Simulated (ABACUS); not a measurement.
Write the native input for ABACUS 3.10.1 that does the following.

* Task: single point
* Functional: PBEsol
* Potentials or basis: PseudoDojo NC SR 0.4.1 PBEsol standard
* Cutoff: 1143 eV
* Density cutoff: 4572 eV
* Basis: plane waves
* k mesh: 11 × 11 × 11
* Occupations: fermi-dirac, width 0.05 eV
* Spin: no spin polarisation
* Radial cutoff of the potentials (pseudo_rcut): 7 bohr
* SCF threshold on the density: 1e-08
* Max SCF steps: 100
* Eigensolver: dav
* Mixing: broyden
* Mixing share: 0.7
* Symmetry key: 1
* Bands: 34

The system is NbAs.

```
Nb As
1.0
    -1.72585    1.72585    5.84000
     1.72585   -1.72585    5.84000
     1.72585    1.72585   -5.84000
Nb As
2 2
Direct
  0.50646 0.99884 0.51287
  0.75111 0.75966 0.00702
  0.89341 0.42102 0.49657
  0.15960 0.17012 0.00200
```

The cell isn't the ideal one: atoms moved at random, drawn with an rms of 0.05 Å.

One way to write it, as run:

INPUT

```
INPUT_PARAMETERS
suffix              NbAs
calculation         scf
basis_type          pw
pseudo_dir          ./
symmetry            1
dft_functional      pbesol
ecutwfc             84
pseudo_rcut         7
nspin               1
nbands              34
ks_solver           dav
smearing_method     fd
smearing_sigma      0.00367493
scf_thr             1e-08
scf_nmax            100
mixing_type         broyden
mixing_beta         0.7
cal_force           1
cal_stress          1
kpar                4
```

STRU

```
ATOMIC_SPECIES
Nb 92.9064 Nb.upf
As 74.9216 As.upf

LATTICE_CONSTANT
1.8897261246

LATTICE_VECTORS
-1.7258500000 1.7258500000 5.8400000000
1.7258500000 -1.7258500000 5.8400000000
1.7258500000 1.7258500000 -5.8400000000

ATOMIC_POSITIONS
Direct

Nb
0.0
2
0.5064570000 -0.0011570000 0.5128730000 1 1 1
0.7511050000 0.7596630000 0.0070210000 1 1 1

As
0.0
2
0.8934080000 0.4210190000 0.4965690000 1 1 1
0.1596040000 0.1701210000 0.0020040000 1 1 1
```

KPT

```
K_POINTS
0
Gamma
11 11 11 0 0 0
```

Potentials or basis: PseudoDojo NC SR 0.4.1 PBEsol standard, plane waves.

The run is started by

```sh
$ OMP_NUM_THREADS=1 mpirun -np 4 abacus > log
```

It gave:

- Pressure: -1.3 GPa
- Largest force: 1.504 eV/Å
- Band gap on the k mesh: none (metal or under the smearing width)

Caveat: there are fewer bands than atomic start orbitals, so a level may be missed at k points of high symmetry.

Wall time 9.8 min on 4 MPI ranks on AMD EPYC 9R45 96-Core Processor (Zen 5) (shared host), peak memory 3 GiB a rank.
